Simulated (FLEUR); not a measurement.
# Si2Ni (Fm-3m) in FLEUR: single point with PBE

Aim: the single point of Si2Ni with PBE.

Everything below comes from runs of FLEUR MaX-R8.1 (later development tree). Logs are shortened: lines on timing, memory, paths and dates and some standing lists are left out, and cuts for length are marked.

## (1) The structure

It takes space group Fm-3m (No. 225, cubic). The conventional cell has a = 5.406 Å, b = 5.406 Å, c = 5.406 Å, α = 90.00°, β = 90.00°, γ = 90.00°. Ni (site symmetry m-3m) is surrounded by 8 Si at 2.34 Å. Around Si (site symmetry -43m) lie 4 Ni at 2.34 Å.

## (2) Single point, PBE, collinear spin, ferromagnetic start

inp.xml reads:

```xml
<?xml version="1.0" encoding="UTF-8" standalone="no"?>
<fleurInput fleurInputVersion="0.39">
   <comment>
      Si2Ni                                                                                               
   </comment>
   <calculationSetup>
      <cutoffs Kmax="5.27" Gmax="16.3" GmaxXC="16.3" numbands="0"/>
      <scfLoop itmax="60" minDistance="0.00001" maxIterBroyd="15" imix="Anderson" alpha="0.05" precondParam="0.0" spinf="2.0" sdNocoIR="T"/>
      <coreElectrons ctail="T" frcor="F" kcrel="0" coretail_lmax="0"/>
      <xcFunctional name="pbe" relativisticCorrections="F"/>
      <magnetism jspins="2"/>
      <soc l_soc="F" theta="0.0" phi="0.0" spav="F"/>
      <expertModes spex="0" secvar="F"/>
      <geometryOptimization l_f="T" forcealpha="1.0" forcemix="BFGS" epsdisp="0.0005" epsforce="0.0002"/>
      <ldaU l_linMix="F" mixParam="0.05" spinf="1.0"/>
   </calculationSetup>
   <cell>
      <bzIntegration valenceElectrons="42.0" mode="hist" fermiSmearingEnergy="0.00183747">
         <kPointListSelection listName="default-1"/>
         <!-- k-points included here -->
         <xi:include xmlns:xi="http://www.w3.org/2001/XInclude" href="kpts.xml"> </xi:include>
      </bzIntegration>
      <!-- symmetry operations included here -->
      <xi:include xmlns:xi="http://www.w3.org/2001/XInclude" href="sym.xml"> </xi:include>
      <bulkLattice scale="1.0">
         <bravaisMatrix>
            <row-1>    0.0000000000000000     5.1079297147937996     5.1079297147937996</row-1>
            <row-2>    5.1079297147937996     0.0000000000000000     5.1079297147937996</row-2>
            <row-3>    5.1079297147937996     5.1079297147937996     0.0000000000000000</row-3>
         </bravaisMatrix>
      </bulkLattice>
   </cell>
   <atomSpecies>
      <species name="Nickel (Ni2.500" element="Ni" atomicNumber="28">
         <mtSphere radius="2.11" gridPoints="721" logIncrement="0.017"/>
         <atomicCutoffs lmax="9" lnonsphr="7"/>
         <electronConfig flipSpins="F">
            <coreConfig>(1s1/2) (2s1/2) (2p1/2) (2p3/2)</coreConfig>
            <valenceConfig>(3s1/2) (3p1/2) (3p3/2) (4s1/2) (3d3/2) (3d5/2)</valenceConfig>
            <stateOccupation state="(3d3/2)" spinUp="2.0" spinDown="1.2"/>
            <stateOccupation state="(3d5/2)" spinUp="3.0" spinDown="1.8"/>
         </electronConfig>
         <energyParameters s="4" p="4" d="3" f="4"/>
         <lo type="SCLO" l="0" n="3" eDeriv="0"/>
         <lo type="SCLO" l="1" n="3" eDeriv="0"/>
         <lo type="SCLO" l="1" n="3" eDeriv="1"/>
         <lo type="SCLO" l="2" n="3" eDeriv="2"/>
         <lo type="SCLO" l="3" n="4" eDeriv="2"/>
      </species>
      <species name="Silicon (Si)" element="Si" atomicNumber="14">
         <mtSphere radius="1.86" gridPoints="635" logIncrement="0.018"/>
         <atomicCutoffs lmax="8" lnonsphr="6"/>
         <electronConfig flipSpins="F">
            <coreConfig>(1s1/2)</coreConfig>
            <valenceConfig>(2s1/2) (2p1/2) (2p3/2) (3s1/2) (3p1/2) (3p3/2)</valenceConfig>
            <stateOccupation state="(3p1/2)" spinUp="0.333333" spinDown="0.333333"/>
            <stateOccupation state="(3p3/2)" spinUp="0.666667" spinDown="0.666667"/>
         </electronConfig>
         <energyParameters s="3" p="3" d="3" f="4"/>
         <lo type="SCLO" l="0" n="2" eDeriv="0"/>
         <lo type="SCLO" l="1" n="2" eDeriv="0"/>
         <lo type="SCLO" l="2" n="3" eDeriv="2"/>
         <lo type="SCLO" l="3" n="4" eDeriv="2"/>
      </species>
   </atomSpecies>
   <atomGroups>
      <atomGroup species="Nickel (Ni2.500">
         <relPos label="                   1">.0000000000 .0000000000 .0000000000</relPos>
         <force calculate="T" relaxXYZ="TTT"/>
      </atomGroup>
      <atomGroup species="Silicon (Si)">
         <relPos label="                   2">-1.000/4.000 -1.000/4.000 -1.000/4.000</relPos>
         <relPos label="                   3">1.000/4.000 1.000/4.000 1.000/4.000</relPos>
         <force calculate="T" relaxXYZ="TTT"/>
      </atomGroup>
   </atomGroups>
   <output dos="F" band="F" slice="F">
      <checks vchk="F" cdinf="F"/>
      <bandDOS minEnergy="-.5*Htr" maxEnergy="0.5*Htr" sigma="0.015" storeEVData="T"/>
      <vacuumDOS vacdos="F" integ="F" star="F" nstars="0" locx1="0.0" locy1="0.0" locx2="0.0" locy2="0.0" nstm="0" tworkf="0.0"/>
      <unfoldingBand unfoldBand="F" supercellX="1" supercellY="1" supercellZ="1"/>
      <plotting iplot="0" polar="F">
         <plot TwoD="T" vec1="  1.0  0.0  0.0" vec2="  0.0  1.0  0.0" vec3="  0.0  0.0  1.0" zero="  0.0  0.0  0.0" file="plot"/>
      </plotting>
      <chargeDensitySlicing numkpt="0" minEigenval="0.0" maxEigenval="0.0" nnne="0" pallst="F"/>
      <specialOutput eonly="F"/>
      <moessbauerParams electricFieldGradient="T" isomerShift="T" coreHyperfine="T" valenceHyperfine="T"/>
      <magneticCircularDichroism mcd="F" energyLo="-10.0" energyUp="0.0"/>
   </output>
  <!-- We include the file relax.xml here to enable relaxations (see documentation) -->
  <xi:include xmlns:xi="http://www.w3.org/2001/XInclude" href="relax.xml"> <xi:fallback/> </xi:include>
</fleurInput>
```

crystal.txt reads:

```
Si2Ni
&input cartesian=F /
0.0000000000  2.7030000000  2.7030000000
2.7030000000  0.0000000000  2.7030000000
2.7030000000  2.7030000000  0.0000000000
1.8897261246
1.0 1.0 1.0

3
28 0.0000000000  0.0000000000  0.0000000000 : 2.500
14 0.7500000000  0.7500000000  0.7500000000
14 0.2500000000  0.2500000000  0.2500000000

&kpt div1=9 div2=9 div3=9 gamma=T /
```

Potentials or basis: all-electron, FLAPW.

Command:

```bash
$ inpgen -f crystal.txt -profile fastHighL
$ # inp.xml edited to the form shown
$ fleur_MPI
```

Standard output:

```text
Welcome to FLEUR        (www.flapw.de)
      MaX-Release 8.1          (www.max-centre.eu)

 ========== k-point set info ==========
 Selected k-point list: default-1
 k-point list type: mesh
 9 x 9 x 9
 Number of k points: 35

 ------------Calculation Setup---------------------------
 Number of MPI-tasks      :            1
 Number of PE/node        :            1
 Number of OMP-threads    :            1
 Most efficient MPI parallelization for:
           1           5           7          35
 Additional eigenvalue parallelization possible
 Number of basis functions:          785
 Approximate size of matrices (H+S) per k-point:         0.009 GB
 --------------------------------------------------------
 Iteration:     1   Distance:      34.65428169 me/bohr^3
 Iteration:     2   Distance:      32.32635530 me/bohr^3
 Iteration:     3   Distance:      25.18486883 me/bohr^3
 Iteration:     4   Distance:      14.46866384 me/bohr^3
 Iteration:     5   Distance:       9.88949576 me/bohr^3
 Iteration:     6   Distance:      14.69360781 me/bohr^3
 Iteration:     7   Distance:       7.14700845 me/bohr^3
 Iteration:     8   Distance:       6.18534315 me/bohr^3
 Iteration:     9   Distance:       1.05532509 me/bohr^3
 Iteration:    10   Distance:       0.54605142 me/bohr^3
[... 5 lines left out ...]
 Iteration:    16   Distance:       0.03007910 me/bohr^3
 Iteration:    17   Distance:       0.01502520 me/bohr^3
 Iteration:    18   Distance:       0.00583921 me/bohr^3
 Iteration:    19   Distance:       0.00265245 me/bohr^3
 Iteration:    20   Distance:       0.00452822 me/bohr^3
 Iteration:    21   Distance:       0.00071470 me/bohr^3
 Iteration:    22   Distance:       0.00049342 me/bohr^3
 Iteration:    23   Distance:       0.00020566 me/bohr^3
 Iteration:    24   Distance:       0.00004925 me/bohr^3
 Iteration:    25   Distance:       0.00000774 me/bohr^3

 ********************************************************************
 Run finished successfully
 Stop message:
   Structural relaxation: Done
 ********************************************************************
```

Run time: 6.5 min. Hardware: 1 thread of Arm Neoverse V2, shared host; peak memory 0.08 GiB.

Results:

```yaml
Free_energy: -57169.6242 eV
Band_gap_on_the_k_mesh: none (metal or under the smearing width)
Net_moment: 0.00 μB per cell
Valence_electrons_inside_the_program's_atomic_spheres: Ni 16.91; Si 9.39 (radii Ni 2.11, Si 1.86 bohr)
```

Levels at points of the mesh, in eV from the Fermi level:
Spin up:
| k point | band 19 | band 20 | band 21 | band 22 | band 23 | band 24 |
| --- | --- | --- | --- | --- | --- | --- |
| (0.00, 0.00, 0.00) | -0.34 | 1.69 | 1.69 | 1.69 | 2.22 | 2.22 |
Spin down:
```
           k point  band 19  band 20  band 21  band 22  band 23  band 24
(0.00, 0.00, 0.00)    -0.34     1.69     1.69     1.69     2.22     2.22
```

Core levels (eV from the Fermi level):
```csv
atom,levels
1 Ni,"1s1/2 -8203.9, 2s1/2 -975.2, 2p1/2 -849.8, 2p3/2 -832.3"
2 Si,1s1/2 -1781.4
3 Si,1s1/2 -1781.4
```

Caveat: the starting moments collapsed, and a magnetic state may lie lower.
